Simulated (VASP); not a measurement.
Input of a VASP 6.6.1 run:

File INCAR:

```
SYSTEM = CdSe
  PREC = Accurate
  ENCUT = 600
  EDIFF = 1E-7
  ISMEAR = 0
  SIGMA = 0.03
  LREAL = .FALSE.
  LASPH = .TRUE.
  NELM = 80
  ALGO = Normal
  ISIF = 3
  LWAVE = .FALSE.
  LCHARG = .FALSE.
  GGA = PS
  IBRION = 2
  NSW = 90
  EDIFFG = -0.005
  KPAR = 2
```

Contents of KPOINTS:

```
regular mesh
0
G
  8 8 8
  0 0 0
```

POSCAR

```
CdSe                                    
1.0
    0.0000000000      3.0462087302      3.0462087302
    3.0462087302      0.0000000000      3.0462087302
    3.0462087302      3.0462087302      0.0000000000
  Cd              Se            
     1     1
Direct
     0.0000000000000000    0.0000000000000000    0.0000000000000000
     0.7500000000000000    0.7500000000000000    0.7500000000000000
```

Potentials or basis: VASP PAW PBE potentials, release 64 (Cd, Se).

Launch:

```console
$ cat potpaw_PBE.64/Cd/POTCAR potpaw_PBE.64/Se/POTCAR > POTCAR
$ mpirun -np 2 vasp_std > vasp.out
```

**Question.** Predict the band gap on the k mesh.

**Answer.** 0.47 eV, direct.

Final structure:
```xyz
2
Lattice="0.0000 3.0462 3.0462 3.0462 0.0000 3.0462 3.0462 3.0462 0.0000" Properties=species:S:1:pos:R:3 pbc="T T T"
Cd    0.0000    0.0000    0.0000
Se    4.5693    4.5693    4.5693
```

Caveat: the relaxation stopped at its first step, so nothing moved. Expect the measured gap to be larger: semilocal functionals such as PBEsol lack the derivative discontinuity.
